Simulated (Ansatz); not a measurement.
# From the elastic tensor of CsH at 2 GPa (stress–strain coefficients) to moduli and sound speeds

Theory: Ansatz 0.2.0, DFT LDA, scalar-relativistic, plane waves, PAW. Settings: 420 eV plane-wave cutoff, Γ-centred 8×8×8 mesh, fixed occupations. No spin polarisation.

Symmetry: Fm-3m, No. 225, cubic system. The conventional cell has a = 5.837 Å, b = 5.837 Å, c = 5.837 Å, α = 90.00°, β = 90.00°, γ = 90.00°. Around Cs (site symmetry m-3m) lie 6 H at 2.92 Å. H (site symmetry m-3m) is surrounded by 6 Cs at 2.92 Å.

Relaxed-ion constants (GPa, on the Cartesian axes of the calculation):
```
54.6  0.9  0.9  0.0  0.0  0.0
 0.9 54.6  0.9  0.0  0.0  0.0
 0.9  0.9 54.6  0.0  0.0  0.0
 0.0  0.0  0.0  3.7  0.0  0.0
 0.0  0.0  0.0  0.0  3.7  0.0
 0.0  0.0  0.0  0.0  0.0  3.7
```

Density 4.474 g/cm³; 2 atoms in 49.71 Å³.

The values that follow are for a polycrystal of randomly turned grains, by Hill's mean where one number stands. In a crystal this anisotropic the Voigt and Reuss bounds lie far apart, so Hill's mean and the sound speeds and Debye temperature from it are rough.

With S = C⁻¹: B_V = (C11+C22+C33+2(C12+C13+C23))/9, G_V = (C11+C22+C33−C12−C13−C23+3(C44+C55+C66))/15, 1/B_R = S11+S22+S33+2(S12+S13+S23), 15/G_R = 4(S11+S22+S33−S12−S13−S23)+3(S44+S55+S66); Hill is their mean. Then v_l = √((B+4G/3)/ρ), v_t = √(G/ρ), v_m = [(2/v_t³+1/v_l³)/3]^(−1/3) and Θ = (ħ/k_B)·v_m·(6π²n/V)^(1/3) for n atoms in the volume V; E = 9BG/(3B+G), ν = (3B−2G)/(2(3B+G)) and A^U = 5G_V/G_R + B_V/B_R − 6.

| Item | Value |
| --- | --- |
| Bulk modulus, Voigt / Reuss / Hill | 18.8 / 18.8 / 18.8 GPa |
| Shear modulus, Voigt / Reuss / Hill | 13.0 / 5.6 / 9.3 GPa |
| Young's modulus | 24 GPa |
| Poisson ratio | 0.288 |
| Pugh ratio B/G | 2.02 |
| Universal anisotropy index | 6.54 |
| Longitudinal and transverse sound speeds | 2640 and 1441 m/s |
| Debye temperature from the mean sound speed | 164 K |

Cost: 1 run of about 0.14 core-minutes, on Arm Neoverse V1 (shared hosts).